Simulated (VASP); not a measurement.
Set up this calculation in VASP 6.6.1, as the native input.

```
Task                   : relaxation of cell and atoms
Functional             : PBEsol
Potentials or basis    : VASP PAW PBE potentials, release 64 (Si)
Cutoff                 : 600 eV
k mesh                 : 12 × 12 × 12
Occupations            : gaussian, width 0.02 eV
Spin                   : no spin polarisation
Dipole correction      : no
Further INCAR settings : ALGO = Normal; EDIFF = 1e-07; IBRION = 2; EDIFFG = -0.002; NSW = 100; ISIF = 3
```

The structure of Si lies in POSCAR:

```
Si
1.0
    0.0000000000      2.7169171026      2.7169171026
    2.7169171026      0.0000000000      2.7169171026
    2.7169171026      2.7169171026      0.0000000000
Si
2
Direct
    0.7500000000      0.7500000000      0.7500000000
    0.5000000000      0.5000000000      0.5000000000
```

The input as run:

INCAR

```
  PREC = Accurate
  ENCUT = 600
  EDIFF = 1E-7
  ISMEAR = 0
  SIGMA = 0.02
  LREAL = F
  LASPH = T
  NELM = 100
  ALGO = Normal
  ISIF = 3
  LWAVE = F
  LCHARG = F
  GGA = PS
  IBRION = 2
  NSW = 100
  EDIFFG = -0.002
```

KPOINTS

```
Automatic mesh
0
Gamma
  12 12 12
```

Potentials or basis: VASP PAW PBE potentials, release 64 (Si).

The run is started by

```sh
$ cat potpaw_PBE.64/Si/POTCAR > POTCAR
$ mpirun -np 1 vasp_std > vasp.out
```

Results of the run:

The relaxed volume is 20.08 Å³/atom, the relaxed cell is a = 3.844 Å, b = 3.844 Å, c = 3.844 Å, α = 60.00°, β = 60.00°, γ = 60.00° and the space group after relaxing (to 0.05 Å) is Fd-3m (No. 227). The energy gained by relaxing is 0.0 meV/atom, the ionic steps are 3 and the pressure after relaxing is 0.0 GPa. The band gap on the k mesh is 0.46 eV, indirect (least direct gap 2.52 eV).

Caveat: the PAW data sets were made with another functional, which shifts forces and pressure a little.

It took 29 s on 1 thread of Intel(R) Xeon(R) Platinum 8375C CPU @ 2.90GHz (Ice Lake) (shared host), peak memory 0.17 GiB.
